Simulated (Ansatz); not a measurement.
## Y: from a first guess to the relaxed sc type

First guess:

```
CELL_PARAMETERS angstrom
3.21951 0.00000 0.00000
0.00000 3.21951 0.00000
0.00000 0.00000 3.21951
ATOMIC_POSITIONS crystal
Y 0.00000 0.00000 0.00000
```

Method: DFT, PBE, PAW with Ansatz's default frozen-core files, scalar-relativistic (Ansatz 0.2.0).

Cell and atoms relax within the symmetry of the start on a 11×11×11 k mesh with 0.08 eV Fermi–Dirac smearing.

The start is built from a prototype, known or not as a phase of this compound; the cutoff is 420 eV.

Spin polarisation is left out, and whether a magnetic state lies lower isn't shown here.

What is the pressure of the first guess?

1.25 GPa.

What does it relax to?

a = 3.266 Å, b = 3.266 Å, c = 3.266 Å, α = 90.00°, β = 90.00°, γ = 90.00° (conventional cell), 34.83 Å³ per atom:
```
CELL_PARAMETERS angstrom
3.26580 0.00000 0.00000
0.00000 3.26580 0.00000
0.00000 0.00000 3.26580
ATOMIC_POSITIONS crystal
Y 0.00000 0.00000 0.00000
```

How much energy does the relaxation release?

6 meV/atom.
